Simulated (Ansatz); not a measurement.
# GaAs (F-43m) in Ansatz: notebook, part 2 of 2

Ansatz 0.2.0.

### Step 4. Phonons, PBEsol

File input.yaml:

```yaml
crystal:
  lattice:
    - [0.0, 2.82685, 2.82685]
    - [2.82685, 0.0, 2.82685]
    - [2.82685, 2.82685, 0.0]
  atoms:
    - { symbol: As, position: [0.75, 0.75, 0.75] }
    - { symbol: Ga, position: [0.0, 0.0, 0.0] }
kpoints:
  mp_grid: { grid: [6, 6, 6] }
scf:
  occupations: { method: fermi_dirac, width: 0.05 }
hamiltonian:
  xc: pbesol
  pseudopotentials: { kind: all_electron, lapw: { basis_error: 0.001 } }
output: {}
phonons:
  method: fd
  supercell: [1, 1, 1]
```

Potentials or basis: all-electron LAPW, scalar-relativistic.

Started as:

```sh
> ansatz run input.yaml --threads 1 --pin off --max-ram 3072MiB --backend cpu --events-out ev --progress --plain --runs-dir out
```

What it wrote:

```text
Warning: RAYON_NUM_THREADS=1 ignored (pool sized by the plan → 1); use --threads N
LAPW: plane waves up to 9.463 Å⁻¹, error target 1.0e-3 eV per atom; small_component_spin mean_spin; Ga in spheres of 1.196 Å, 21 of its electrons in bands, Dirac shells []; As in spheres of 1.179 Å, 23 of its electrons in bands, Dirac shells [] (how accurate: hamiltonian.pseudopotentials.lapw.basis_error, Limitations)
Engine: ansatz 0.2.0, x86_64-unknown-linux-gnu
Pseudopotentials: kind: all_electron
Pseudopotential: As, LAPW, valence charge 23, lapw/all_electron/scalar/gaussian/As, Koelling and Harmon's equation, gaussian nucleus
Pseudopotential: Ga, LAPW, valence charge 21, lapw/all_electron/scalar/gaussian/Ga, Koelling and Harmon's equation, gaussian nucleus
Functional definition: PBEsol
  exchange = pbesol_x
  correlation = pbesol_c
Crystal: 2 atoms, lattice volume = 45.179 Å³
Basis set: ecut = 341.17890814319793 eV, 645 PW (Γ), exchange–correlation at level 2
Bands: 27, of which v1, the nominal top of the filled ones, is band 22 counted from 1 (21 counted from 0)
Symmetry: 24 space group operations
k-points: 16 of 216 (time reversal used)
Non-local potential: As, projectors of the file, none
Non-local potential: Ga, projectors of the file, none
Initial density: superposition of atomic densities (chi_scale 0.1, normalization cell, long waves kept (reshape's long-wave potential 0.00 eV rms))
Initial wavefunctions: plane waves of lowest kinetic energy (no species holds an atomic orbital)
Functional: x = pbesol(κ = 0.804, μ = 0.12345679012345678), c = pbesol(β = 0.046)
iter 1 solved again at ethr=1.25e-3 eV; its pass at ethr=1.00e-1 eV (dr2=5.51e-1 eV) is discarded
SCF iter   1: F=—  HF=-114341.671999 eV  |F-HF|=—  |Δ(HF+E_count)|=         —  Δρ=3.07e-2  dr2=5.53e-1  ethr=1.25e-3  ⟨swp⟩=2.0  Hψ=2663  notcnv=0
preconditioner: auto → none  [insulator: Δε(μ)=0.669 eV  Ē_g=15.876 eV  σ=0.050 eV  W_gap=1.00  n_scr=14 (ndim 8)  ℏωp=23.4 eV  f_vac=0.119  D(μ)=0.00/eV (n_scr^D=0)  ε∞_Penn≈3.2]
SCF iter   2: F=—  HF=-114341.510071 eV  |F-HF|=—  |Δ(HF+E_count)|=   1.62e-1  Δρ=1.21e-2  dr2=5.90e-2  ethr=1.25e-3  ⟨swp⟩=2.2  Hψ=1275  notcnv=0
SCF iter   3: F=—  HF=-114341.490871 eV  |F-HF|=—  |Δ(HF+E_count)|=   1.92e-2  Δρ=5.32e-3  dr2=1.12e-2  ethr=1.34e-4  ⟨swp⟩=2.0  Hψ=1269  notcnv=0
iter 4 solved again at ethr=8.28e-7 eV; its pass at ethr=2.54e-5 eV (dr2=3.64e-4 eV) is discarded
[... 33 lines left out ...]
Internal energy: -114341.484823 eV  (E = F + TS)
E sigma→0 (E₀):  -114341.484874 eV
Entropy (-TS):   -0.000102 eV (-0.051 meV/atom)
Fermi energy:    9.482742 eV
--- Per-component energies (eV) ---
  E_band       = -2122.834654
  E_kinetic    = 116741.034231
  E_xc         = -4257.725139
  E_electrostatic = -226824.793915  (all electrons and nuclei)
  E_smearing   = -0.000102  (= −TS)
  E_closure    = 0.000000  (closes the sum)
  E_atoms      = -114332.430773  (free atoms, spherical and without spin; not in F)
  Σ components = -114341.484925   (vs F -114341.484925, Δ=0.00e0)
  Basis errors (estimates in eV, not in F): energy 4.4e-4 per atom: plane waves 4.0e-4 (2.3e-4 summed), levels above the bands 9.3e-77, relativity 1.3e-8, radial functions 4.0e-5, core shells 1.0e-10; eigenvalues (radial functions only) 4.2e-7; not estimated: angular momenta, meshes, grids; target (lapw.basis_error) 1.0e-3; muffin-tin radii Ga 1.196 Å, As 1.179 Å
--- Forces (eV/Å), atoms counted from 1 ---
  atom   1  As    -0.00000000     0.00000000    -0.00000000
  atom   2  Ga     0.00000000    -0.00000000     0.00000000
  max |Σ_I F_I| component: 6.94e-18 eV/Å
--- Band table (eV; the first three rows and the last of 16) ---
  k-point 0: bands = ["-175.1052", "-134.0259", "-118.6661", "-118.6661", "-118.6661", "-84.9280", "-84.9280", "-84.9280", "-25.9244", "-25.9244", "-25.9244", "-25.9145", "-25.9145", "-5.5535", "-5.5535", "-5.5535", "-5.4746", "-5.4746", "-3.5198", "9.2330", "9.2330", "9.2330", "9.6768", "12.9282", "12.9282", "12.9282", "16.6329"]
  k-point 1: bands = ["-175.1052", "-134.0259", "-118.6661", "-118.6661", "-118.6661", "-84.9280", "-84.9280", "-84.9280", "-25.9243", "-25.9241", "-25.9241", "-25.9144", "-25.9144", "-5.5767", "-5.5475", "-5.5475", "-5.4748", "-5.4748", "-3.1980", "6.4943", "8.8496", "8.8496", "10.8083", "13.4773", "13.4773", "13.8481", "18.0154"]
  k-point 2: bands = ["-175.1052", "-134.0259", "-118.6661", "-118.6661", "-118.6661", "-84.9281", "-84.9280", "-84.9280", "-25.9242", "-25.9237", "-25.9237", "-25.9143", "-25.9143", "-5.6170", "-5.5376", "-5.5376", "-5.4731", "-5.4731", "-2.3669", "3.8236", "8.3018", "8.3018", "10.3786", "13.8879", "13.8879", "16.3775", "17.8309"]
  k-point 15: bands = ["-175.1052", "-134.0259", "-118.6661", "-118.6661", "-118.6661", "-84.9281", "-84.9281", "-84.9280", "-25.9246", "-25.9232", "-25.9226", "-25.9147", "-25.9137", "-5.6576", "-5.5170", "-5.5084", "-5.4895", "-5.4679", "-0.9614", "2.5286", "5.8571", "5.9987", "12.4152", "12.6291", "16.2800", "16.5808", "20.1969"]
--- Phonons: 2 displaced members + reference (amplitude 0.01 Å, Σ member SCF iterations 12) ---
  symmetry images taken by strict's conditions (phonons.symmetry_images: auto; settled by no image being taken that strict refuses)
  ASR residual: 5.114e-4 → 0.000e0 eV/Å²; symmetrization residual: 1.406e-4 eV/Å²
  largest component of a force at the reference: 2.5e-17 eV/Å
  ASR residual per site (eV/Å²): 4.23e-4 5.11e-4
  Γ frequencies (cm⁻¹): 0.00 0.00 0.00 263.64 263.64 263.64
  density of states and harmonic sums: on the 19×19×19 q-mesh, interpolated from the force constants of a 1×1×1 supercell (no non-analytic term)
  largest difference from the sums on the solved wave vectors: F 4.76e-1 eV, S 7.35e-4 and C_V 2.58e-4 eV/K
  zero-point energy: 0.066680 eV/cell   skipped modes (ω ≤ 0): 3   left out of the sums: 7.29e-5 of the cell's modes: C_V's classical limit lies that fraction below 3 k_B per atom; for a crystal, a wire or a layer, F and S can be off by more, and a phonons.interpolated_qmesh denser along its periods is the remedy for the sampling
```

phdos.tsv:

```text
# omega_inv_cm	omega_thz	g_bin_mean(omega)[modes/inv_cm]
# format = ansatz-phdos/2
# interpolated_qmesh = 19 19 19
# force_constants_supercell = 1 1 1
# lo_to_splitting: not included (the non-analytic LO-TO correction is not applied to the interpolated dynamical matrix; polar crystals: no LO-TO splitting at GAMMA, and LO and other optical branches, acoustic branches and sound speeds, and with them the density of states and the thermodynamics, can be off between the wave vectors that the force constants were sampled on, most near GAMMA; a larger extent of the force constants narrows that region and is not shown to mend the acoustic slopes)
# g_bin_mean(omega): the modes in a bin one row spacing wide, centred on omega, divided by that spacing. A flat band (one whose frequency is the same at every q-point) is counted whole in the row whose bin holds it (on the edge of two bins, in the lower row). The modes of the run's own cell are the sum of g_bin_mean times the row spacing in inv_cm (a plain sum, not the trapezoid rule); for a one-atom cell on a GAMMA-only q-mesh every row is zero, so that sum is 0, not 3
0.000000	0.000000	7.885094e-9
0.527271	0.015807	2.050124e-7
1.054541	0.031614	7.727392e-7
1.581812	0.047422	1.718950e-6
2.109082	0.063229	3.043646e-6
2.636353	0.079036	4.746826e-6
[... 493 lines left out ...]
263.108026	7.887780	3.537285e-3
263.635297	7.903587	1.492678e-4
```

phthermo.tsv:

```text
# format = ansatz-phthermo/1
# interpolated_qmesh = 19 19 19
# force_constants_supercell = 1 1 1
# non_analytic_term = not included (the non-analytic LO-TO correction is not applied to the interpolated dynamical matrix; polar crystals: no LO-TO splitting at GAMMA, and LO and other optical branches, acoustic branches and sound speeds, and with them the density of states and the thermodynamics, can be off between the wave vectors that the force constants were sampled on, most near GAMMA; a larger extent of the force constants narrows that region and is not shown to mend the acoustic slopes)
# zero_point_energy_ev = 6.6679928368e-2
# n_skipped_modes = 3
# share_of_modes_left_out = 7.2896923750e-5
# rigid_motions_known_by = geometry
# t_k	f_vib_ev	s_ev_per_k	c_v_ev_per_k
0.0000	6.6679928368e-2	0.0000000000e0	0.0000000000e0
10.0000	6.6679459923e-2	2.2527179727e-7	7.8747916175e-7
20.0000	6.6669460447e-2	2.2576862157e-6	7.4135400007e-6
30.0000	6.6620095141e-2	8.5366790033e-6	2.7599238662e-5
40.0000	6.6477923447e-2	2.0983154696e-5	6.2730526247e-5
50.0000	6.6179596268e-2	3.9640008010e-5	1.0708901987e-4
[... 93 lines left out ...]
990.0000	-7.1290708399e-1	1.2402681864e-3	5.1385422182e-4
1000.0000	-7.2533563220e-1	1.2454329083e-3	5.1391658777e-4
```

It took 61 s on 1 thread of Intel Xeon at 2.70GHz, shared host; peak memory 0.39 GiB.

What came out:

* Free energy: -114341.4849 eV
* Band gap on the k mesh: 0.44 eV, direct
* Highest phonon frequency at Γ, LO-TO splitting left out: 264 cm⁻¹

Phonon frequencies in cm⁻¹ (negative: imaginary):
```tsv
q point	frequencies
(0.000, 0.000, 0.000)	0 0 0 264 264 264
```

### Step 5. Overview

| task | level | k mesh | cutoff (eV) | gap on the mesh (eV) | pressure (GPa) |
| --- | --- | --- | --- | --- | --- |
| band structure | PBEsol | 8 × 8 × 8 | 316 | 0.45 | 0.2 |
| elastic constants | PBE | 6 × 6 × 6 | 341 | 0.52 | 3.3 |
| phonons | PBEsol | 6 × 6 × 6 | 341 | 0.44 | - |

Alike in all rows: potentials or basis all-electron LAPW, scalar-relativistic; no spin polarisation; cell as given; smearing fermi-dirac 0.05 eV; basis error allowed 0.001 eV/atom.

On the cell as given the gap runs from 0.44 eV (PBEsol) to 0.52 eV (PBE); the meshes differ, which moves gaps too.

Caveats: the cell is more than 3 GPa from zero pressure, which shifts response properties (some runs).

Compare energies only between runs with the same functional and basis.

### Step 6. How close it comes

Step 2. A measured gap of GaAs is 1.418 eV (direct; 300 K; “Evidence of valence band perturbations in GaAsN/GaAs(001): A combined variable-angle spectroscopic ellipsometry and modulated photoreflectance investigation”, 2008, arxiv:0805.2212); the calculated 0.45 eV misses it by -0.97 eV. 3 values of this kind are on record (1.412 to 1.51 eV); this one was drawn at random among those near their median, those with a stated uncertainty first. Spin-orbit coupling on As, Ga is left out. The value is that of PBEsol, without temperature or zero-point motion. Semilocal functionals fall short of measured gaps as a rule.

Step 3. A measured gap of GaAs is 1.418 eV (direct; 300 K; “Evidence of valence band perturbations in GaAsN/GaAs(001): A combined variable-angle spectroscopic ellipsometry and modulated photoreflectance investigation”, 2008, arxiv:0805.2212); the calculated 0.52 eV misses it by -0.90 eV. 3 values of this kind are on record (1.412 to 1.51 eV); this one was drawn at random among those near their median, those with a stated uncertainty first. Spin-orbit coupling on As, Ga is left out. The value is that of PBE on a finite k mesh, which can miss the band edges, without temperature or zero-point motion. Semilocal functionals fall short of measured gaps as a rule.

Step 4. Measured gap of GaAs: 1.412 eV (direct; 300 K; “Evidence of valence band perturbations in GaAsN/GaAs(001): A combined variable-angle spectroscopic ellipsometry and modulated photoreflectance investigation”, 2008, arxiv:0805.2212). This calculation gives 0.44 eV (-0.97 eV). 3 values of this kind are on record (1.412 to 1.51 eV); this one was drawn at random among those near their median, those with a stated uncertainty first. Spin-orbit coupling on As, Ga is left out. The value is that of PBEsol on a finite k mesh, which can miss the band edges, without temperature or zero-point motion. Semilocal functionals fall short of measured gaps as a rule.
